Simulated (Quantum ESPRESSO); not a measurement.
Crystal: Ag.

```xyz
1
Lattice="0.0000 2.0427 2.0427 2.0427 0.0000 2.0427 2.0427 2.0427 0.0000" Properties=species:S:1:pos:R:3 pbc="T T T"
Ag    0.0000    0.0000    0.0000
```

Base run:

```yaml
Program: Quantum ESPRESSO 7.5
Functional: PBE
Potentials_or_basis: SG15 PBE 1.2
Cutoff: 952 eV
Density_cutoff: 3810 eV
k_mesh: 11 × 11 × 11
Occupations: fermi-dirac, width 0.05 eV
Spin: no spin polarisation
```

Its results: band gap on the k mesh none (metal or under the smearing width); pressure 4.4 GPa.

Question: After a change of settings the same cell gave: band gap on the k mesh none (metal or under the smearing width); pressure -4.7 GPa. Which change was it?
A. functional from PBE to HLE16
B. functional from PBE to AM05
C. functional from PBE to revTPSS; k mesh from 11 × 11 × 11 to 8 × 8 × 8
D. functional from PBE to LDA

Answer: A.

Caveats: the potentials were made for another functional, which shifts forces and pressure (some runs); the potentials were made for a functional far from this one (some runs).
